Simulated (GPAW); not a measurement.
CaSe:

```
CELL_PARAMETERS angstrom
0.00000 2.95600 2.95600
2.95600 0.00000 2.95600
2.95600 2.95600 0.00000
ATOMIC_POSITIONS crystal
Se 0.50000 0.50000 0.50000
Ca 0.00000 0.00000 0.00000
```

Base run:

```yaml
Program: GPAW 26.7.0
Functional: PBEsol
Potentials_or_basis: PAW data sets generated in the run's folder for this functional
Cutoff: 600 eV
Basis: pw
k_mesh: 8 × 8 × 8
Occupations: fermi-dirac, width 0.05 eV
Spin: no spin polarisation
```

Its results: band gap on the k mesh 1.95 eV, indirect (least direct gap 2.90 eV); pressure -0.9 GPa.

Task: The run is repeated on the same cell with these changes: spin from no spin polarisation to spin-orbit coupling, no magnetisation. What comes out?

Result: Band gap on the k mesh 1.81 eV, indirect (least direct gap 2.78 eV); pressure -0.9 GPa.

Spin-orbit coupling splits the band edges, which narrows the gap.

Caveats: spin-orbit coupling was added after a scalar SCF, so levels and gaps hold it while energy, forces, pressure and moments don't (some runs); this program's spin-orbit splittings come out too wide for heavy elements (some runs).
